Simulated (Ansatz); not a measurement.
Au in Ansatz: the effect of functional

Crystal: Au.

```
Au
1.0
     2.93816    0.00000    0.00000
    -1.46908    2.54452    0.00000
     0.00000    0.00000    4.94422
Au
2
Direct
  0.66667 0.33333 0.25000
  0.33333 0.66667 0.75000
```

This isn't the form of Au at room conditions, which is fcc.

The cell isn't the ideal one: volume scaled by 1.04.

Alike in all runs:

```yaml
Program: Ansatz 0.2.0
Task: single point
Potentials_or_basis: Ansatz PAW
k_mesh: 11 × 11 × 6
Occupations: fermi-dirac, width 0.05 eV
Spin: no spin polarisation
```

Task: One run gave: pressure -15.2 GPa. Which functional did it use?
A. LDA
B. PBEsol
C. r2SCAN

Result: A.

```csv
functional,cutoff,pressure (GPa)
LDA,420 eV (not typed: the program's choice for these potentials),-15.2
PBEsol,420 eV (not typed: the program's choice for these potentials),-11.1
r2SCAN,500 eV (not typed: the program's choice for these potentials),-6.7
```

Caveats: the PAW data sets come from PBE, with cores solved anew for the run's functional, which leaves a small shift of forces and pressure.
